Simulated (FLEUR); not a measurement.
# Cu2O (Cuprite) (Pn-3m) in FLEUR: band structure with PBE

Aim: the band structure of Cu2O (Cuprite) with PBE.

All numbers are computed with FLEUR MaX-R8.1 (later development tree); they aren't measurements. Logs are shortened: lines on timing, memory, paths and dates and some standing lists are left out, and cuts for length are marked.

**What was measured.**

From “Importance of surface oxygen vacancies for ultrafast hot carrier relaxation and transport in Cu2O”, 2021, arxiv:2103.03167, for a bulk crystal of Cu2O: band gap 2.17 eV (direct).

The runs below are set against these values where they give the same quantity.

## Step 1: The crystal as given

It takes space group Pn-3m (No. 224, cubic). Conventional cell: a = 4.260 Å, b = 4.260 Å, c = 4.260 Å, α = 90.00°, β = 90.00°, γ = 90.00°. Cu (site symmetry -3m) has 2 O at 1.84 Å as nearest neighbours. Around O (site symmetry -43m) lie 4 Cu at 1.84 Å.

## Step 2: Band structure, PBE

File inp.xml:

```xml
<?xml version="1.0" encoding="UTF-8" standalone="no"?>
<fleurInput fleurInputVersion="0.39">
   <comment>
      Cu2O                                                                                                
   </comment>
   <calculationSetup>
      <cutoffs Kmax="5.36" Gmax="16.6" GmaxXC="16.6" numbands="0"/>
      <scfLoop itmax="60" minDistance="0.00001" maxIterBroyd="15" imix="Anderson" alpha="0.05" precondParam="0.0" spinf="2.0" sdNocoIR="T"/>
      <coreElectrons ctail="T" frcor="F" kcrel="0" coretail_lmax="0"/>
      <xcFunctional name="pbe" relativisticCorrections="F"/>
      <magnetism jspins="1"/>
      <soc l_soc="F" theta="0.0" phi="0.0" spav="F"/>
      <expertModes spex="0" secvar="F"/>
      <geometryOptimization l_f="F" forcealpha="1.0" forcemix="BFGS" epsdisp="0.00001" epsforce="0.00001"/>
      <ldaU l_linMix="F" mixParam="0.05" spinf="1.0"/>
   </calculationSetup>
   <cell>
      <bzIntegration valenceElectrons="88.0" mode="hist" fermiSmearingEnergy="0.00183747">
         <kPointListSelection listName="default-1"/>
         <!-- k-points included here -->
         <xi:include xmlns:xi="http://www.w3.org/2001/XInclude" href="kpts.xml"> </xi:include>
      </bzIntegration>
      <!-- symmetry operations included here -->
      <xi:include xmlns:xi="http://www.w3.org/2001/XInclude" href="sym.xml"> </xi:include>
[... 36 lines left out ...]
         <lo type="SCLO" l="2" n="3" eDeriv="2"/>
      </species>
   </atomSpecies>
   <atomGroups>
      <atomGroup species="Copper (Cu)">
         <relPos label="                   1">1.000/2.000 .0000000000 1.000/2.000</relPos>
         <relPos label="                   2">1.000/2.000 1.000/2.000 .0000000000</relPos>
         <relPos label="                   3">.0000000000 1.000/2.000 1.000/2.000</relPos>
         <relPos label="                   4">.0000000000 .0000000000 .0000000000</relPos>
         <force calculate="T" relaxXYZ="TTT"/>
      </atomGroup>
      <atomGroup species="Oxygen (O)">
         <relPos label="                   5">1.000/4.000 1.000/4.000 1.000/4.000</relPos>
         <relPos label="                   6">-1.000/4.000 -1.000/4.000 -1.000/4.000</relPos>
         <force calculate="T" relaxXYZ="TTT"/>
      </atomGroup>
   </atomGroups>
   <output dos="F" band="F" slice="F">
      <checks vchk="F" cdinf="F"/>
      <bandDOS minEnergy="-.5*Htr" maxEnergy="0.5*Htr" sigma="0.015" storeEVData="T"/>
      <vacuumDOS vacdos="F" integ="F" star="F" nstars="0" locx1="0.0" locy1="0.0" locx2="0.0" locy2="0.0" nstm="0" tworkf="0.0"/>
      <unfoldingBand unfoldBand="F" supercellX="1" supercellY="1" supercellZ="1"/>
      <plotting iplot="0" polar="F">
         <plot TwoD="T" vec1="  1.0  0.0  0.0" vec2="  0.0  1.0  0.0" vec3="  0.0  0.0  1.0" zero="  0.0  0.0  0.0" file="plot"/>
      </plotting>
      <chargeDensitySlicing numkpt="0" minEigenval="0.0" maxEigenval="0.0" nnne="0" pallst="F"/>
      <specialOutput eonly="F"/>
      <moessbauerParams electricFieldGradient="T" isomerShift="T" coreHyperfine="T" valenceHyperfine="T"/>
      <magneticCircularDichroism mcd="F" energyLo="-10.0" energyUp="0.0"/>
   </output>
  <!-- We include the file relax.xml here to enable relaxations (see documentation) -->
  <xi:include xmlns:xi="http://www.w3.org/2001/XInclude" href="relax.xml"> <xi:fallback/> </xi:include>
</fleurInput>
```

File crystal.txt:

```
Cu2O
&input cartesian=F /
4.2600000000  0.0000000000  0.0000000000
0.0000000000  4.2600000000  0.0000000000
0.0000000000  0.0000000000  4.2600000000
1.8897261246
1.0 1.0 1.0

6
29 0.7500000000  0.2500000000  0.7500000000
29 0.7500000000  0.7500000000  0.2500000000
29 0.2500000000  0.7500000000  0.7500000000
29 0.2500000000  0.2500000000  0.2500000000
8 0.5000000000  0.5000000000  0.5000000000
8 0.0000000000  0.0000000000  0.0000000000

&kpt div1=6 div2=6 div3=6 gamma=T /
```

File inp.xml (bands):

```
<?xml version="1.0" encoding="UTF-8" standalone="no"?>
<fleurInput fleurInputVersion="0.39">
   <comment>
      Cu2O                                                                                                
   </comment>
   <calculationSetup>
      <cutoffs Kmax="5.36" Gmax="16.6" GmaxXC="16.6" numbands="0"/>
      <scfLoop itmax="60" minDistance="0.00001" maxIterBroyd="15" imix="Anderson" alpha="0.05" precondParam="0.0" spinf="2.0" sdNocoIR="T"/>
      <coreElectrons ctail="T" frcor="F" kcrel="0" coretail_lmax="0"/>
      <xcFunctional name="pbe" relativisticCorrections="F"/>
      <magnetism jspins="1"/>
      <soc l_soc="F" theta="0.0" phi="0.0" spav="F"/>
      <expertModes spex="0" secvar="F"/>
      <geometryOptimization l_f="F" forcealpha="1.0" forcemix="BFGS" epsdisp="0.00001" epsforce="0.00001"/>
      <ldaU l_linMix="F" mixParam="0.05" spinf="1.0"/>
   </calculationSetup>
   <cell>
      <bzIntegration valenceElectrons="88.0" mode="hist" fermiSmearingEnergy="0.00183747">
         <kPointListSelection listName="path-1"/>
         <!-- k-points included here -->
         <xi:include xmlns:xi="http://www.w3.org/2001/XInclude" href="kpts.xml"> </xi:include>
      </bzIntegration>
      <!-- symmetry operations included here -->
      <xi:include xmlns:xi="http://www.w3.org/2001/XInclude" href="sym.xml"> </xi:include>
      <bulkLattice scale="1.0">
[... 36 lines left out ...]
      </species>
   </atomSpecies>
   <atomGroups>
      <atomGroup species="Copper (Cu)">
         <relPos label="                   1">1.000/2.000 .0000000000 1.000/2.000</relPos>
         <relPos label="                   2">1.000/2.000 1.000/2.000 .0000000000</relPos>
         <relPos label="                   3">.0000000000 1.000/2.000 1.000/2.000</relPos>
         <relPos label="                   4">.0000000000 .0000000000 .0000000000</relPos>
         <force calculate="T" relaxXYZ="TTT"/>
      </atomGroup>
      <atomGroup species="Oxygen (O)">
         <relPos label="                   5">1.000/4.000 1.000/4.000 1.000/4.000</relPos>
         <relPos label="                   6">-1.000/4.000 -1.000/4.000 -1.000/4.000</relPos>
         <force calculate="T" relaxXYZ="TTT"/>
      </atomGroup>
   </atomGroups>
   <output dos="F" band="T" slice="F">
      <checks vchk="F" cdinf="F"/>
      <bandDOS minEnergy="-.5*Htr" maxEnergy="0.5*Htr" sigma="0.015" storeEVData="T"/>
      <vacuumDOS vacdos="F" integ="F" star="F" nstars="0" locx1="0.0" locy1="0.0" locx2="0.0" locy2="0.0" nstm="0" tworkf="0.0"/>
      <unfoldingBand unfoldBand="F" supercellX="1" supercellY="1" supercellZ="1"/>
      <plotting iplot="0" polar="F">
         <plot TwoD="T" vec1="  1.0  0.0  0.0" vec2="  0.0  1.0  0.0" vec3="  0.0  0.0  1.0" zero="  0.0  0.0  0.0" file="plot"/>
      </plotting>
      <chargeDensitySlicing numkpt="0" minEigenval="0.0" maxEigenval="0.0" nnne="0" pallst="F"/>
      <specialOutput eonly="F"/>
      <moessbauerParams electricFieldGradient="T" isomerShift="T" coreHyperfine="T" valenceHyperfine="T"/>
      <magneticCircularDichroism mcd="F" energyLo="-10.0" energyUp="0.0"/>
   </output>
  <!-- We include the file relax.xml here to enable relaxations (see documentation) -->
  <xi:include xmlns:xi="http://www.w3.org/2001/XInclude" href="relax.xml"> <xi:fallback/> </xi:include>
</fleurInput>
```

Potentials or basis: all-electron, FLAPW.

Command:

```console
$ inpgen -f crystal.txt -profile fastHighL
$ # inp.xml edited to the form shown
$ fleur_MPI
$ fleur_MPI   # second run, on inp.xml (bands)
```

Output:

```text
Welcome to FLEUR        (www.flapw.de)
      MaX-Release 8.1          (www.max-centre.eu)

 ========== k-point set info ==========
 Selected k-point list: default-1
 k-point list type: mesh
 6 x 6 x 6
 Number of k points: 20

 ------------Calculation Setup---------------------------
 Number of MPI-tasks      :            1
 Number of PE/node        :            1
 Number of OMP-threads    :            1
 Most efficient MPI parallelization for:
           1           2           4           5          10          20
 Additional eigenvalue parallelization possible
 Number of basis functions:         1586
 Approximate size of matrices (H+S) per k-point:         0.037 GB
 --------------------------------------------------------
 Iteration:     1   Distance:      36.86068211 me/bohr^3
 Iteration:     2   Distance:      27.30555580 me/bohr^3
 Iteration:     3   Distance:      12.12260934 me/bohr^3
 Iteration:     4   Distance:       9.55575280 me/bohr^3
 Iteration:     5   Distance:       8.78586890 me/bohr^3
 Iteration:     6   Distance:       1.82832182 me/bohr^3
 Iteration:     7   Distance:       1.33498051 me/bohr^3
 Iteration:     8   Distance:       0.92649538 me/bohr^3
 Iteration:     9   Distance:       0.08231983 me/bohr^3
 Iteration:    10   Distance:       0.07141348 me/bohr^3
 Iteration:    11   Distance:       0.01267220 me/bohr^3
 Iteration:    12   Distance:       0.00218357 me/bohr^3
 Iteration:    13   Distance:       0.00381728 me/bohr^3
 Iteration:    14   Distance:       0.00021289 me/bohr^3
 Iteration:    15   Distance:       0.00007861 me/bohr^3
 Iteration:    16   Distance:       0.00007018 me/bohr^3
 Iteration:    17   Distance:       0.00005883 me/bohr^3
 Iteration:    18   Distance:       0.00001253 me/bohr^3
 Iteration:    19   Distance:       0.00000543 me/bohr^3

 ********************************************************************
 Run finished successfully
 Stop message:
   all done
 ********************************************************************
```

Wall time 8 min (1 thread of Arm Neoverse V2, shared host); peak memory 0.15 GiB.

What came out:

* Free energy: -184237.0473 eV
* Band gap on the k mesh: 0.54 eV, direct
* Band gap along the path: 0.54 eV, direct
* Valence electrons inside the program's atomic spheres: Cu 16.95; O 4.51 (radii Cu 1.83, O 1.4 bohr)

Levels at the corners of the path, in eV from the valence-band top:
```csv
point,band 41,band 42,band 43,band 44,band 45,band 46,band 47,band 48
Γ,-1.56,0.00,0.00,0.00,0.54,1.21,1.21,7.91
X,-1.20,-1.20,-0.39,-0.39,2.25,2.25,4.21,4.21
M,-1.21,-1.21,-0.66,-0.66,1.90,1.90,3.83,3.83
Γ,-1.56,0.00,0.00,0.00,0.54,1.21,1.21,7.91
R,-0.98,-0.57,-0.57,-0.57,2.42,2.42,2.42,4.87
X,-1.20,-1.20,-0.39,-0.39,2.25,2.25,4.21,4.21
M,-1.21,-1.21,-0.66,-0.66,1.90,1.90,3.83,3.83
R,-0.98,-0.57,-0.57,-0.57,2.42,2.42,2.42,4.87
```

Core levels (eV from the Fermi level):
```
atom                                                    levels
1 Cu  1s1/2 -8846.7, 2s1/2 -1060.0, 2p1/2 -928.3, 2p3/2 -907.8
2 Cu  1s1/2 -8846.7, 2s1/2 -1060.0, 2p1/2 -928.3, 2p3/2 -907.8
3 Cu  1s1/2 -8846.7, 2s1/2 -1060.0, 2p1/2 -928.3, 2p3/2 -907.8
4 Cu  1s1/2 -8846.7, 2s1/2 -1060.0, 2p1/2 -928.3, 2p3/2 -907.8
 5 O                                              1s1/2 -507.6
 6 O                                              1s1/2 -507.6
```

## Step 3: How close it comes

Step 2. Measured gap of Cu2O: 2.17 eV (direct; quoted in “Importance of surface oxygen vacancies for ultrafast hot carrier relaxation and transport in Cu2O”, 2021, arxiv:2103.03167). This calculation gives 0.54 eV (-1.63 eV). So large a miss can be the level of theory's own, or it may mean another phase, state or a wrong row. The value is that of PBE, without temperature or zero-point motion. Semilocal functionals fall short of measured gaps as a rule.
